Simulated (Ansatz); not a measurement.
# C (Diamond): the cost of one run

Program: Ansatz 0.2.0. Level of theory: DFT, PBE, plane-wave PAW, default files, scalar-relativistic, as far as a step names no other. These are calculated values, not measurements.

2 further runs of the same task are left out: 2 that didn't finish.

**1. The system as given**

Symmetry: F-43m, No. 216, cubic system. Conventional cell: a = 10.700 Å, b = 10.700 Å, c = 10.700 Å, α = 90.00°, β = 90.00°, γ = 90.00°. C (site symmetry m) has 4 C at 1.54 Å as nearest neighbours. Around C (site symmetry 3m) lie 4 C at 1.54 Å. C (site symmetry 2mm) has 4 C at 1.54 Å as nearest neighbours. Around C (site symmetry 3m) lie 3 C at 1.54 Å. Only part of the 9 independent sites is listed.

As a file:

```
C
1.0
     0.00000    5.35011    5.35011
     5.35011    0.00000    5.35011
     5.35011    5.35011    0.00000
C
53
Direct
  0.00000 0.00000 0.33333
  0.00000 0.00000 0.66667
  0.00000 0.33333 0.00000
  0.00000 0.33333 0.33333
  0.00000 0.33333 0.66667
  0.00000 0.66667 0.00000
  0.00000 0.66667 0.33333
  0.00000 0.66667 0.66667
  0.33333 0.00000 0.00000
  0.33333 0.00000 0.33333
  0.33333 0.00000 0.66667
  0.33333 0.33333 0.00000
  0.33333 0.33333 0.33333
  0.33333 0.33333 0.66667
  0.33333 0.66667 0.00000
  0.33333 0.66667 0.33333
  0.33333 0.66667 0.66667
  0.66667 0.00000 0.00000
  0.66667 0.00000 0.33333
  0.66667 0.00000 0.66667
  0.66667 0.33333 0.00000
  0.66667 0.33333 0.33333
  0.66667 0.33333 0.66667
  0.66667 0.66667 0.00000
  0.66667 0.66667 0.33333
  0.66667 0.66667 0.66667
  0.08333 0.08333 0.08333
  0.08333 0.08333 0.41667
  0.08333 0.08333 0.75000
  0.08333 0.41667 0.08333
  0.08333 0.41667 0.41667
  0.08333 0.41667 0.75000
  0.08333 0.75000 0.08333
  0.08333 0.75000 0.41667
  0.08333 0.75000 0.75000
  0.41667 0.08333 0.08333
  0.41667 0.08333 0.41667
  0.41667 0.08333 0.75000
  0.41667 0.41667 0.08333
  0.41667 0.41667 0.41667
  0.41667 0.41667 0.75000
  0.41667 0.75000 0.08333
  0.41667 0.75000 0.41667
  0.41667 0.75000 0.75000
  0.75000 0.08333 0.08333
  0.75000 0.08333 0.41667
  0.75000 0.08333 0.75000
  0.75000 0.41667 0.08333
  0.75000 0.41667 0.41667
  0.75000 0.41667 0.75000
  0.75000 0.75000 0.08333
  0.75000 0.75000 0.41667
  0.75000 0.75000 0.75000
```

The vacant site is at (0.000, 0.000, 0.000) in fractional coordinates of the input's cell.

**2. First run, atoms as given**

Input file input.yaml:

```yaml
crystal:
  lattice:
    - [0.0, 5.35011, 5.35011]
    - [5.35011, 0.0, 5.35011]
    - [5.35011, 5.35011, 0.0]
  atoms:
    - { symbol: C, position: [0.0, 0.0, 0.3333333333] }
    - { symbol: C, position: [0.0, 0.0, 0.6666666667] }
    - { symbol: C, position: [0.0, 0.3333333333, 0.0] }
    - { symbol: C, position: [0.0, 0.3333333333, 0.3333333333] }
    - { symbol: C, position: [0.0, 0.3333333333, 0.6666666667] }
    - { symbol: C, position: [0.0, 0.6666666667, 0.0] }
    - { symbol: C, position: [0.0, 0.6666666667, 0.3333333333] }
    - { symbol: C, position: [0.0, 0.6666666667, 0.6666666667] }
    - { symbol: C, position: [0.3333333333, 0.0, 0.0] }
    - { symbol: C, position: [0.3333333333, 0.0, 0.3333333333] }
    - { symbol: C, position: [0.3333333333, 0.0, 0.6666666667] }
    - { symbol: C, position: [0.3333333333, 0.3333333333, 0.0] }
    - { symbol: C, position: [0.3333333333, 0.3333333333, 0.3333333333] }
    - { symbol: C, position: [0.3333333333, 0.3333333333, 0.6666666667] }
    - { symbol: C, position: [0.3333333333, 0.6666666667, 0.0] }
    - { symbol: C, position: [0.3333333333, 0.6666666667, 0.3333333333] }
    - { symbol: C, position: [0.3333333333, 0.6666666667, 0.6666666667] }
    - { symbol: C, position: [0.6666666667, 0.0, 0.0] }
    - { symbol: C, position: [0.6666666667, 0.0, 0.3333333333] }
    - { symbol: C, position: [0.6666666667, 0.0, 0.6666666667] }
    - { symbol: C, position: [0.6666666667, 0.3333333333, 0.0] }
    - { symbol: C, position: [0.6666666667, 0.3333333333, 0.3333333333] }
    - { symbol: C, position: [0.6666666667, 0.3333333333, 0.6666666667] }
    - { symbol: C, position: [0.6666666667, 0.6666666667, 0.0] }
    - { symbol: C, position: [0.6666666667, 0.6666666667, 0.3333333333] }
    - { symbol: C, position: [0.6666666667, 0.6666666667, 0.6666666667] }
    - { symbol: C, position: [0.0833333333, 0.0833333333, 0.0833333333], spin: 0.5 }
    - { symbol: C, position: [0.0833333333, 0.0833333333, 0.4166666667] }
    - { symbol: C, position: [0.0833333333, 0.0833333333, 0.75], spin: 0.5 }
    - { symbol: C, position: [0.0833333333, 0.4166666667, 0.0833333333] }
    - { symbol: C, position: [0.0833333333, 0.4166666667, 0.4166666667] }
    - { symbol: C, position: [0.0833333333, 0.4166666667, 0.75] }
    - { symbol: C, position: [0.0833333333, 0.75, 0.0833333333], spin: 0.5 }
    - { symbol: C, position: [0.0833333333, 0.75, 0.4166666667] }
    - { symbol: C, position: [0.0833333333, 0.75, 0.75] }
    - { symbol: C, position: [0.4166666667, 0.0833333333, 0.0833333333] }
    - { symbol: C, position: [0.4166666667, 0.0833333333, 0.4166666667] }
    - { symbol: C, position: [0.4166666667, 0.0833333333, 0.75] }
    - { symbol: C, position: [0.4166666667, 0.4166666667, 0.0833333333] }
    - { symbol: C, position: [0.4166666667, 0.4166666667, 0.4166666667] }
    - { symbol: C, position: [0.4166666667, 0.4166666667, 0.75] }
    - { symbol: C, position: [0.4166666667, 0.75, 0.0833333333] }
    - { symbol: C, position: [0.4166666667, 0.75, 0.4166666667] }
    - { symbol: C, position: [0.4166666667, 0.75, 0.75] }
    - { symbol: C, position: [0.75, 0.0833333333, 0.0833333333], spin: 0.5 }
    - { symbol: C, position: [0.75, 0.0833333333, 0.4166666667] }
    - { symbol: C, position: [0.75, 0.0833333333, 0.75] }
    - { symbol: C, position: [0.75, 0.4166666667, 0.0833333333] }
    - { symbol: C, position: [0.75, 0.4166666667, 0.4166666667] }
    - { symbol: C, position: [0.75, 0.4166666667, 0.75] }
    - { symbol: C, position: [0.75, 0.75, 0.0833333333] }
    - { symbol: C, position: [0.75, 0.75, 0.4166666667] }
    - { symbol: C, position: [0.75, 0.75, 0.75] }
magnetization:
  spin_polarized: true
kpoints:
  mp_grid: { grid: [3, 3, 3] }
scf:
  occupations: { method: fermi_dirac, width: 0.01 }
hamiltonian:
  xc: pbe
  pseudopotentials: { kind: paw }
output:
  forces: true
  stress: true
  populations: true
  efg: { contact_densities: true }
  write_density: true
  write_potential: true
  elf: true
  volumetric_format: npy
```

On the command line:

```sh
> ansatz run input.yaml --threads 1 --pin off --max-ram 3072MiB --backend cpu --events-out ev --progress --plain --runs-dir out
```

Q: Estimate wall time and peak memory on 1 thread of Arm Neoverse N1, shared host.

About 4.1 min, with a peak of 0.86 GiB.
